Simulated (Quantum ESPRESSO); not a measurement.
The system is TiTe2.

```
CELL_PARAMETERS angstrom
3.77700 0.00000 0.00000
-1.88850 3.27098 0.00000
0.00000 0.00000 6.49800
ATOMIC_POSITIONS crystal
Te 0.33333 0.66667 0.73720
Te 0.66667 0.33333 0.26280
Ti 0.00000 0.00000 0.00000
```

Base run:

| Item | Value |
| --- | --- |
| Program | Quantum ESPRESSO 7.5 |
| Functional | PBEsol |
| Potentials or basis | GBRV 1.5 PBEsol |
| Cutoff | 612 eV |
| Density cutoff | 4898 eV |
| k mesh | 8 × 8 × 4 |
| Occupations | fermi-dirac, width 0.05 eV |
| Spin | no spin polarisation |

Its results: band gap on the k mesh none (metal or under the smearing width); pressure -2.2 GPa; largest force 0.108 eV/Å.

The run is repeated on the same cell with these changes: potentials or basis from GBRV 1.5 PBEsol to PseudoDojo 0.4 SR PBEsol stringent; cutoff from 612 eV to 1225 eV; valence electrons from 24 to 60. What comes out?

Band gap on the k mesh none (metal or under the smearing width); pressure -3.5 GPa; largest force 0.126 eV/Å.

Caveats: spin-orbit coupling is left out, which moves the levels of the heavy elements; this functional lacks dispersion, which binds the layers, so the pressure and a relaxed spacing across them are unreliable.
